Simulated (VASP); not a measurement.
Here is a VASP 6.6.1 calculation.

Contents of POSCAR:

```
MoS2
1.0
    3.1675334953      0.0000000000      0.0000000000
   -1.5837667477      2.7431644743      0.0000000000
    0.0000000000      0.0000000000     12.3421891158
  Mo              S
     2     4
Direct
     0.3333333332999970    0.6666666667000030    0.2500000000000000
     0.6666666667000030    0.3333333332999970    0.7500000000000000
     0.3333333332999970    0.6666666667000030    0.6228959121906286
     0.6666666667000030    0.3333333332999970    0.1228959121906286
     0.3333333332999970    0.6666666667000030    0.8771040878093714
     0.6666666667000030    0.3333333332999970    0.3771040878093714
```

File INCAR.step1:

```
PREC = Accurate
ENCUT = 600
EDIFF = 1E-8
ISMEAR = 0
SIGMA = 0.03
LREAL = False
LASPH = True
NELM = 80
ALGO = Normal
ISIF = 3
LWAVE = False
LCHARG = False
GGA = MK
LUSE_VDW = True
AGGAC = 0.0
PARAM1 = 0.1234
PARAM2 = 0.711357
ZAB_VDW = -1.8867
KPAR = 2
IBRION = 2
NSW = 40
EDIFFG = -0.002
```

File INCAR.step2:

```
PREC = Accurate
ENCUT = 600
EDIFF = 1E-8
ISMEAR = 0
SIGMA = 0.03
LREAL = False
LASPH = True
NELM = 80
ALGO = Normal
ISIF = 3
LWAVE = False
LCHARG = False
GGA = MK
LUSE_VDW = True
AGGAC = 0.0
PARAM1 = 0.1234
PARAM2 = 0.711357
ZAB_VDW = -1.8867
KPAR = 2
IBRION = 6
NFREE = 2
POTIM = 0.015
NSW = 1
```

The input KPOINTS:

```
Automatic mesh
0
Gamma
  12 12 3
```

Potentials or basis: VASP PAW PBE potentials, release 64 (Mo_sv, S).

Command:

```console
$ cat potpaw_PBE.64/Mo_sv/POTCAR potpaw_PBE.64/S/POTCAR > POTCAR
$ cp INCAR.step1 INCAR
$ mpirun -np 2 vasp_std > vasp.out
$ cp CONTCAR POSCAR
$ cp INCAR.step2 INCAR
$ mpirun -np 2 vasp_std > vasp.out
```

(1) What does it give for the Voigt bulk modulus?

(2) Estimate the highest phonon frequency at Γ, LO-TO splitting left out.

## Answers

(1) 73 GPa.

(2) 461 cm⁻¹.

Caveat: the PAW data sets were made with another functional, which shifts forces and pressure a little.
